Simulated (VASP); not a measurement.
Here is a VASP 6.6.1 calculation.

Contents of POSCAR:

```
ZrC
1.0
    0.0000000000      2.3853790000      2.3853790000
    2.3853790000      0.0000000000      2.3853790000
    2.3853790000      2.3853790000      0.0000000000
C Zr
1 1
Direct
    0.0000000000      0.0000000000      0.0000000000
    0.5000000000      0.5000000000      0.5000000000
```

Contents of INCAR.step1:

```
SYSTEM = ZrC
PREC     = Accurate       ! precision mode
ENCUT    = 520            ! plane-wave cutoff, eV
ISMEAR   = -5             ! smearing method
SIGMA    = 0.1            ! smearing width, eV
LREAL    = .False.        ! projectors in reciprocal space
LASPH    = .True.         ! aspherical terms in the spheres
NELM     = 80             ! most SCF steps
LMAXMIX  = 4              ! l up to which the mixer works
NBANDS   = 15             ! bands
GGA      = PE             ! functional
ALGO     = Normal         ! electronic algorithm
EDIFF    = 1E-4           ! SCF threshold, eV
LWAVE    = .True.         ! write WAVECAR
LCHARG   = .False.        ! write CHGCAR
```

The input INCAR.step2:

```
SYSTEM = ZrC
PREC     = Accurate       ! precision mode
ENCUT    = 520            ! plane-wave cutoff, eV
EDIFF    = 1E-6           ! SCF threshold, eV
ISMEAR   = -1             ! smearing method
SIGMA    = 0.1            ! smearing width, eV
LREAL    = .False.        ! projectors in reciprocal space
LASPH    = .True.         ! aspherical terms in the spheres
NELM     = 80             ! most SCF steps
ALGO     = Normal         ! electronic algorithm
ISIF     = 2              ! what is computed and relaxed
LWAVE    = .False.        ! write WAVECAR
LCHARG   = .False.        ! write CHGCAR
LMAXMIX  = 4              ! l up to which the mixer works
METAGGA  = R2SCAN         ! meta-GGA
LMIXTAU  = .True.       
LORBIT   = 10             ! projections on sites
NBANDS   = 15             ! bands
ISTART   = 1
```

Contents of KPOINTS:

```
Automatic mesh
0
Gamma
  12 12 12
  0 0 0
```

Potentials or basis: VASP PAW PBE potentials, release 64 (C, Zr_sv).

Command:

```console
$ cat potpaw_PBE.64/C/POTCAR potpaw_PBE.64/Zr_sv/POTCAR > POTCAR
$ cp INCAR.step1 INCAR
$ mpirun -np 1 vasp_std > vasp.out
$ cp INCAR.step2 INCAR
$ mpirun -np 1 vasp_std > vasp.out
```

Question: Estimate the pressure.

Answer: -7.8 GPa.

Question: What does it give for the band gap on the k mesh?

Answer: None (metal or under the smearing width).

Caveat: the PAW data sets were made with another functional, which shifts forces and pressure a little.
